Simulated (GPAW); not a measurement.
Write an ASE script for GPAW 26.7.0 that does the following.

| Quantity | Value |
| --- | --- |
| Task | equation of state |
| Functional | LDA |
| Potentials or basis | JTH PAW 2.0, LDA |
| Cutoff | 600 eV |
| Basis | pw |
| k mesh | 5 × 5 × 3 |
| Occupations | fermi-dirac, width 0.05 eV |
| Spin | no spin polarisation |
| Maxiter | 150 |
| Eos scales | [0.94, 0.96, 0.98, 1.0, 1.02, 1.04, 1.06] |
| Data set | Cd jth, Se jth |

CdSe (Cadmoselite):

```xyz
4
Lattice="4.3000 0.0000 0.0000 -2.1500 3.7239 0.0000 0.0000 0.0000 7.0200" Properties=species:S:1:pos:R:3 pbc="T T T"
Cd    2.1500    1.2413    3.5100
Cd    0.0000    2.4826    0.0000
Se    2.1500    1.2413    6.2127
Se    0.0000    2.4826    2.7027
```

The input as run:

run.py

```python
from ase.eos import EquationOfState
from ase.io import Trajectory
from ase.spacegroup import crystal
from ase.units import GPa
from gpaw import GPAW, PW, setup_paths

setup_paths.insert(0, '.')

# Cd 2b
# Se 2b
atoms = crystal(['Cd', 'Se'],
                basis=[[0.6666666667, 0.3333333333, 0.5],
                       [0.6666666667, 0.3333333333, 0.885]],
                spacegroup=186, setting=1,  # P6_3mc
                cellpar=[4.3, 4.3, 7.02, 90.0, 90.0, 120.0],
                primitive_cell=True)

traj = Trajectory('eos.traj', 'w')
volumes, energies = [], []
for x in [0.94, 0.96, 0.98, 1.0, 1.02, 1.04, 1.06]:
    a = atoms.copy()
    a.set_cell(atoms.cell * x**(1 / 3), scale_atoms=True)
    calc = GPAW(mode=PW(600),
                xc='LDA',
                kpts={'size': (5, 5, 3), 'gamma': True},
                occupations={'name': 'fermi-dirac', 'width': 0.05},
                setups={'Cd': 'jth', 'Se': 'jth'},
                nbands=-13,
                convergence={'density': 1e-05, 'energy': 1e-05},
                maxiter=150,
                txt=f'eos-{x:.2f}.txt')
    a.calc = calc
    energies.append(a.get_potential_energy(force_consistent=True))
    volumes.append(a.get_volume())
    p = -a.get_stress()[:3].mean() / GPa
    calc.write(f'eos-{x:.2f}.gpw')
    traj.write(a)
    print(f'{x:.2f} {volumes[-1]:10.4f} A^3 {energies[-1]:14.6f} eV {p:9.3f} GPa', flush=True)

v0, e0, B = EquationOfState(volumes, energies, eos='birchmurnaghan').fit()
print(f'V0 = {v0:.4f} A^3, E0 = {e0:.6f} eV, B0 = {B / GPa:.2f} GPa')
```

Potentials or basis: JTH PAW 2.0, LDA, pw.

Launch:

```sh
$ OMP_NUM_THREADS=1 python run.py
```

It gave:

* Equilibrium volume: 27.21 Å³/atom
* Bulk modulus at fixed shape and positions: 58 GPa
* Pressure derivative of the bulk modulus: 4.4 (rough: it moves with the points fitted)

Caveat: the program truncates these outside data sets; the cell was scaled at fixed shape and fractional positions, which overstates the stiffness of a crystal with free parameters, most of all of layers and chains.

It took 3.5 min on 1 thread of Intel(R) Xeon(R) Platinum 8375C CPU @ 2.90GHz (Ice Lake) (shared host), peak memory 0.35 GiB.
